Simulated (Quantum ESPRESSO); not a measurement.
# Ag under changes of volume

One of the cells (17.806 Å³/atom); the others are scaled copies at fixed shape and fractional positions:

```
Ag
1.0
     2.93000    0.00000    0.00000
    -1.46500    2.53745    0.00000
     0.00000    0.00000    4.79000
Ag
2
Cartesian
  1.4650 0.8458 3.5925
  0.0000 1.6916 1.1975
```

This isn't the form of Ag at room conditions, which is fcc.

* Program: Quantum ESPRESSO 7.5
* Functional: PBEsol
* Potentials or basis: GBRV 1.5 PBEsol
* Cutoff: 762 eV
* Density cutoff: 6095 eV
* k mesh: 10 × 10 × 6
* Occupations: fermi-dirac, width 0.05 eV
* Spin: no spin polarisation

| volume (Å³/atom) | energy over the lowest point (meV/atom) | pressure (GPa) |
| --- | --- | --- |
| 16.738 | 0.00 | -0.3 |
| 17.094 | 2.24 | -2.7 |
| 17.450 | ? | ? |
| 17.806 | 20.58 | -6.5 |
| 18.162 | 35.52 | -8.0 |
| 18.518 | 53.61 | -9.3 |
| 18.875 | 74.44 | -10.4 |

Q: What does the run at 17.450 Å³/atom give?

A: Energy over the lowest point 9.29 meV/atom; pressure -4.7 GPa.

Worked out: A Birch-Murnaghan fit of order 3 (a polynomial in V^(-2/3)) to the other rows has its minimum at 16.77 Å³/atom with B0 = V·E''(V) = 117 GPa and B' = 5.7 at fixed shape and positions, which overstates the stiffness. It gives 9.31 meV/atom at 17.450 Å³/atom, against the run's 9.29, and -dE/dV = -4.2 GPa, against -4.7.

Energies are extrapolated to zero smearing.
